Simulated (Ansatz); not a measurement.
Crystal: Ti2C.

```
Ti C
1.0
     1.54070    0.88952    4.81377
    -1.54070    0.88952    4.81377
     0.00000   -1.77905    4.81377
Ti C
2 1
Direct
  0.75450 0.75450 0.75450
  0.24550 0.24550 0.24550
  0.50000 0.50000 0.50000
```

The cell comes from a database or a generator and needn't be the stable form of this composition.

Below is the output of Ansatz 0.2.0 for this cell. Logs are shortened: lines on timing, memory, paths and dates and some standing lists are left out, and cuts for length are marked.

```text
Warning: RAYON_NUM_THREADS=2 ignored (pool sized by the plan → 2); use --threads N
The last accepted step is kept in <dir> (removed where the run ends without a failure and the disk answers)
LAPW: plane waves up to 9.080 Å⁻¹, error target 2.0e-3 eV per atom; small_component_spin mean_spin; C in spheres of 0.893 Å, 6 of its electrons in bands, Dirac shells []; Ti in spheres of 1.156 Å, 18 of its electrons in bands, Dirac shells [] (how accurate: hamiltonian.pseudopotentials.lapw.basis_error, Limitations)
Engine: ansatz 0.2.0, aarch64-unknown-linux-gnu
Pseudopotentials: kind: all_electron
Pseudopotential: Ti, LAPW, valence charge 18, lapw/all_electron/scalar/gaussian/Ti, Koelling and Harmon's equation, gaussian nucleus
Pseudopotential: C, LAPW, valence charge 6, lapw/all_electron/scalar/gaussian/C, Koelling and Harmon's equation, gaussian nucleus
Functional definition: PBEsol
  exchange = pbesol_x
  correlation = pbesol_c
Crystal: 3 atoms, lattice volume = 39.583 Å³
Basis set: ecut = 314.1067919400235 eV, 523 PW (Γ), FFT grids on a1−a3, a2−a3, a3, exchange–correlation at level 2
Bands: 26, of which v1, the nominal top of the filled ones, is band 21 counted from 1 (20 counted from 0)
Symmetry: 12 space group operations
Space group: R-3m (ITA 166), of the structure as read, at distance tolerance 3.4e-5 Å
k-points: 116 of 1000
Non-local potential: Ti, projectors of the file, none
Non-local potential: C, projectors of the file, none
Initial density: superposition of atomic densities (chi_scale 0.1, normalization cell, long waves kept (reshape's long-wave potential 0.04 eV rms))
Initial wavefunctions: plane waves of lowest kinetic energy (no species holds an atomic orbital)
Functional: x = pbesol(κ = 0.804, μ = 0.12345679012345678), c = pbesol(β = 0.046)
iter 1 solved again at ethr=2.84e-2 eV; its pass at ethr=1.00e-1 eV (dr2=1.19e1 eV) is discarded
SCF iter   1: F=—  HF=-47453.527524 eV  |F-HF|=—  |Δ(HF+E_count)|=         —  Δρ=1.25e-1  dr2=1.19e1  ethr=2.84e-2  ⟨swp⟩=2.0  Hψ=18771  notcnv=0
preconditioner: auto → Kerker (q_TF=auto, 2.755 Å⁻¹)  [metal: Δε(μ)=0.071 eV  Ē_g=7.481 eV  σ=0.050 eV  W_gap=0.34  n_scr=16 (ndim 8)  ℏωp=20.4 eV  f_vac=0.000  D(μ)=1.13/eV (n_scr^D=2)]
iter 2 solved again at ethr=2.14e-3 eV; its pass at ethr=2.84e-2 eV (dr2=8.99e-1 eV) is discarded
[... 68 lines left out ...]
preconditioner: auto → Kerker (q_TF=auto, 2.796 Å⁻¹)  [metal: Δε(μ)=0.062 eV  Ē_g=5.933 eV  σ=0.050 eV  W_gap=0.28  n_scr=16 (ndim 8)  ℏωp=21.4 eV  f_vac=0.000  D(μ)=1.59/eV (n_scr^D=16)]
SCF iter   2: F=-47449.823545 eV  HF=-47449.823546 eV  |F-HF|=8.13e-9  |Δ(HF+E_count)|=   1.23e-6  Δρ=6.59e-6  dr2=1.63e-8  ethr=5.62e-11  ⟨swp⟩=3.0  Hψ=9696  notcnv=0
SCF 6 converged in 2 iterations: F = -47449.823545 eV  dr2 = 1.63e-8
relax step   6: F+E_penalty+E_count = -47449.82354550 eV  Δ(F+E_penalty+E_count) = -3.893e-6 eV  max|allowed force component| = 2.937e-4 eV/Å  Δτ_max = 0.0000 Å  P = +9.995 GPa  Ω = 36.232 Å³  stress off target by 6.88e-3 GPa  SCF on the basis re-selected at this cell (its energy is not comparable with the rows above)  (2 SCF iters)
basis re-selected at this cell: Δ(F+E_penalty+E_count) = -3.893e-6 eV, ΔP = -0.000 GPa vs the last step (what re-selecting the basis moved, after the strain that the cell walked since its last selection, with what the two solves' SCF thresholds leave and, on support functions, any second-order correction that the steps lacked; it is no measure of the basis error at this ecutwfc). This SCF's stress stands 6.88e-3 GPa from its target on what of the cell is left free (relax.cell.stress_tol is 5.00e-2 GPa) and its largest allowed force component is 2.94e-4 eV/Å (relax.f_tol is 5.00e-3 eV/Å): within both
SCF converged after 2 iterations
Free energy (F): -47449.823545 eV
Harris-Foulkes:  -47449.823546 eV  (|F-HF|=8.13e-9)
Internal energy: -47449.810083 eV  (E = F + TS)
E sigma→0 (E₀):  -47449.816814 eV
Entropy (-TS):   -0.013463 eV (-4.488 meV/atom)
Fermi energy:    15.035953 eV
--- Per-component energies (eV) ---
  E_band       = -5807.125591
  E_kinetic    = 47894.007803
  E_xc         = -2389.000897
  E_electrostatic = -92954.816988  (all electrons and nuclei)
  E_smearing   = -0.013463  (= −TS)
  E_closure    = 0.000000  (closes the sum)
  E_atoms      = -47423.677353  (free atoms, spherical and without spin; not in F)
  Σ components = -47449.823545   (vs F -47449.823545, Δ=0.00e0)
  Basis errors (estimates in eV, not in F): energy 7.1e-4 per atom: plane waves 6.6e-4 (3.9e-4 summed), levels above the bands 5.1e-22, relativity 1.9e-8, radial functions 4.6e-5, core shells 2.5e-6; eigenvalues (radial functions only) 1.7e-6; not estimated: angular momenta, meshes, grids; target (lapw.basis_error) 2.0e-3; muffin-tin radii C 0.867 Å, Ti 1.122 Å
--- Forces (eV/Å), atoms counted from 1 ---
  atom   1  Ti     0.00000000    -0.00000000     0.00029372
  atom   2  Ti    -0.00000000     0.00000000    -0.00029372
  atom   3  C      0.00000000     0.00000000     0.00000000
  max |Σ_I F_I| component: 9.25e-18 eV/Å
--- Stress (GPa, compression-positive) ---
        9.996410       0.000000       0.000000
        0.000000       9.996410       0.000000
        0.000000       0.000000       9.993120
  P = ⅓ Tr σ = 9.9953 GPa (99.953 kbar)
--- Relaxed structure (5 steps of the walk, 5 accepted, 1 SCFs on fresh bases) ---
  F+E_penalty+E_count = -47449.82354550 eV   max|allowed force component| = 2.937e-4 eV/Å   (the final SCF, on the basis selected at the relaxed cell)
  cell:  # Å, volume = 36.2319 Å³
    - [1.5005122904030144, 0.8663211747704389, 4.645375563374356]
    - [-1.5005122904030144, 0.8663211747704389, 4.645375563374356]
    - [3.209496026923523e-34, -1.7326423495891288, 4.645375563365357]
  atoms:
    - { symbol: Ti, position: [0.7518220616482479, 0.7518220616482479, 0.7518220616482479] }
    - { symbol: Ti, position: [0.2481779383517521, 0.2481779383517521, 0.2481779383517521] }
    - { symbol: C, position: [0.5, 0.5, 0.5] }
```

What input gives this log?

Relaxation of cell and atoms with PBEsol, no spin polarisation. The files as run (others can give the same):

input.yaml
```yaml
crystal:
  lattice:
    - [1.540698181, 0.8895225095, 4.8137698526]
    - [-1.540698181, 0.8895225095, 4.8137698526]
    - [0.0, -1.7790450191, 4.8137698526]
  atoms:
    - { symbol: Ti, position: [0.75450217, 0.75450217, 0.75450217] }
    - { symbol: Ti, position: [0.24549783, 0.24549783, 0.24549783] }
    - { symbol: C, position: [0.5, 0.5, 0.5] }
kpoints:
  mp_grid: { grid: [10, 10, 10] }
scf:
  occupations: { method: fermi_dirac, width: 0.05 }
hamiltonian:
  xc: pbesol
  pseudopotentials: { kind: all_electron, lapw: { basis_error: 0.002 } }
output:
  forces: true
  stress: true
relax:
  f_tol: 0.005
  max_steps: 60
  cell: { p_target: 10 }
```

Potentials or basis: all-electron LAPW, scalar-relativistic.
The run is started by
```console
$ ansatz run input.yaml --threads 2 --pin off --max-ram 8192MiB --backend cpu --events-out ev --progress --plain --runs-dir out
```
